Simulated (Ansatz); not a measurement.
Theory: Ansatz 0.2.0, DFT PBE, scalar-relativistic, plane waves, PAW. Settings: cutoff 420 eV, Γ-centred meshes spaced at most about 0.3 Å⁻¹, and about 0.25 Å⁻¹ or finer for metals (2π included), Gaussian smearing. Cells run with spin keep no moment; the others have no spin polarisation.

Temperature and zero-point effects are left out.

**Question.** Which of these relaxed structures of MoS₂ is the lowest in energy?
A.

```
CELL_PARAMETERS angstrom
5.87049 0.00000 0.00000
0.00000 5.87049 0.00000
0.00000 0.00000 3.23595
ATOMIC_POSITIONS crystal
Mo 0.00000 0.00000 0.00000
Mo 0.50000 0.50000 0.50000
S 0.28710 0.28710 0.00000
S 0.21290 0.78711 0.50000
S 0.71289 0.71289 0.00000
S 0.78711 0.21290 0.50000
```

B.

```
CELL_PARAMETERS angstrom
3.18514 0.00000 0.00000
-1.59257 2.75841 0.00000
0.00000 0.00000 37.15646
ATOMIC_POSITIONS crystal
Mo 0.66667 0.33333 0.90167
Mo 0.66667 0.33333 0.29674
Mo 0.33333 0.66667 0.70326
Mo 0.33333 0.66667 0.09833
S 0.33333 0.66667 0.94373
S 0.33333 0.66667 0.33879
S 0.66667 0.33333 0.74532
S 0.66667 0.33333 0.14039
S 0.33333 0.66667 0.85961
S 0.33333 0.66667 0.25468
S 0.66667 0.33333 0.66121
S 0.66667 0.33333 0.05627
```

**Answer.** B. The other, A, lies 0.41 eV/atom higher. Forms: B P-3m1; A rutile type, P4_2/mnm. Counting S atoms around Mo (those within 1.25 times the shortest such distance or 1.15 times the sum of covalent radii): B has Mo 6; A has Mo 6. Origin: A, invented; B, reached from a Materials Project cell. The lowest form computed isn't among them: it has the 2H molybdenite type, space group P6_3/mmc (No. 194), 21.7 Å³/atom, is reached from a Materials Project cell and lies under 1 meV/atom below the best shown.

Weakly bound directions are ill-defined at this level, which has no dispersion term (P-3m1), and this can change margins and order among such cells. Cells relaxed within their symmetry can be saddle points. Some types were kept out of the candidates beforehand, so the set may lack a known form.
